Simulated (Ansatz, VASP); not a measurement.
# Two plane-wave programs on SrO

File INCAR:

```
PREC = Accurate
ENCUT = 520
EDIFF = 1E-6
ISMEAR = 0
SIGMA = 0.05
LREAL = False
LASPH = True
NELM = 60
ALGO = Normal
ISIF = 2
LWAVE = False
LCHARG = True
GGA = PE
LELF = True
LVHAR = True
NBANDS = 15
```

File KPOINTS:

```
Automatic mesh
0
Gamma
  8 8 8
```

The input POSCAR:

```
SrO
1.0
    0.0000000000      2.4927060000      2.6468940000
    2.4927060000      0.0000000000      2.6468940000
    2.4927060000      2.4927060000      0.0000000000
Sr O
1 1
Direct
    0.0000000000      0.0000000000      0.0000000000
    0.5000000000      0.5000000000      0.5000000000
```

Input for Ansatz:

```yaml
crystal:
  lattice:
    - [0.0, 2.492706, 2.646894]
    - [2.492706, 0.0, 2.646894]
    - [2.492706, 2.492706, 0.0]
  atoms:
    - { symbol: Sr, position: [0.0, 0.0, 0.0] }
    - { symbol: O, position: [0.5, 0.5, 0.5] }
basis:
  ecutwfc: 420
kpoints:
  mp_grid: { grid: [8, 8, 8] }
hamiltonian:
  xc: pbe
scf:
  occupations: { method: gaussian, width: 0.05 }
output:
  forces: true
  stress: true
  eigenvalues: true
```

Change from the starting cell: strain -0.030 along x and y, +0.030 along z, atoms carried along.

Alike in both runs: task single point; functional PBE; k mesh 8 × 8 × 8; occupations gaussian, width 0.05 eV; no spin polarisation.

```csv
,VASP,Ansatz
version,VASP 6.6.1,Ansatz 0.2.0
potentials or method,"VASP PAW PBE potentials, release 64 (Sr_sv, O)","scalar-relativistic, plane waves, PAW"
plane-wave cutoff (eV),520,420
valence electrons in the cell,16,16
```

Ansatz gave:

```
gap on the k mesh at the Fermi level (eV)       : 3.17
least direct gap on the mesh (eV)               : 3.19
pressure (GPa)                                  : 7.0
largest component of the traceless stress (GPa) : 5.98
```

Q: What did VASP give for the same quantities?

A: gap on the k mesh at the Fermi level (eV): 3.11; least direct gap on the mesh (eV): 3.15; pressure (GPa): 7.7; largest component of the traceless stress (GPa): 6.29.

With one functional, cell and mesh, what is left measures potentials, basis and numerics.

A k mesh can miss the band edges.
